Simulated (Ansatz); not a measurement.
# NaF, response to strain

Consider NaF in the rock salt structure (space group Fm-3m, No. 225; a = 4.629 Å). Axes: x, y, z lie along the cube axes.

Strains are applied to the cell and any free atomic positions relax; under biaxial strain the out-of-plane vector relaxes too.

Method: Ansatz (a quantum-chemistry and plane-wave program), PBEsol, PAW, cutoff 420 eV, no spin-orbit coupling.

Notes on the quantities. energy relative to the base: free energy F.

```json
[
 {"case": "base", "out-of-plane strain": "–", "energy relative to the base": "0 meV/atom", "band gap": "6.20 eV"},
 {"case": "biaxial strain −2.50 %, plane normal [111], relaxed out of plane", "out-of-plane strain": "+1.76 %", "energy relative to the base": "+4.8 meV/atom", "band gap": "6.32 eV"},
 {"case": "biaxial strain −2.08 %, plane normal [111], relaxed out of plane", "out-of-plane strain": "+1.47 %", "energy relative to the base": "+3.3 meV/atom", "band gap": "6.30 eV"},
 {"case": "biaxial strain −1.67 %, plane normal [111], relaxed out of plane", "out-of-plane strain": "+1.18 %", "energy relative to the base": "+2.1 meV/atom", "band gap": "6.28 eV"},
 {"case": "biaxial strain +0.42 %, plane normal [111], relaxed out of plane", "out-of-plane strain": "-0.29 %", "energy relative to the base": "+0.1 meV/atom", "band gap": "6.16 eV"},
 {"case": "biaxial strain +0.83 %, plane normal [111], relaxed out of plane", "out-of-plane strain": "-0.60 %", "energy relative to the base": "+0.5 meV/atom", "band gap": "6.12 eV"},
 {"case": "biaxial strain +1.25 %, plane normal [111], relaxed out of plane", "out-of-plane strain": "-0.90 %", "energy relative to the base": "+1.1 meV/atom", "band gap": "6.08 eV"},
 {"case": "biaxial strain +1.67 %, plane normal [111], relaxed out of plane", "out-of-plane strain": "-1.20 %", "energy relative to the base": "+2.0 meV/atom", "band gap": "6.04 eV"},
 {"case": "biaxial strain +2.08 %, plane normal [111], relaxed out of plane", "out-of-plane strain": "-1.50 %", "energy relative to the base": "+3.0 meV/atom", "band gap": "6.00 eV"},
 {"case": "biaxial strain +2.50 %, plane normal [111], relaxed out of plane", "out-of-plane strain": "-1.81 %", "energy relative to the base": "+4.3 meV/atom", "band gap": "5.96 eV"}
]
```

Whether these cells are dynamically stable was not tested.
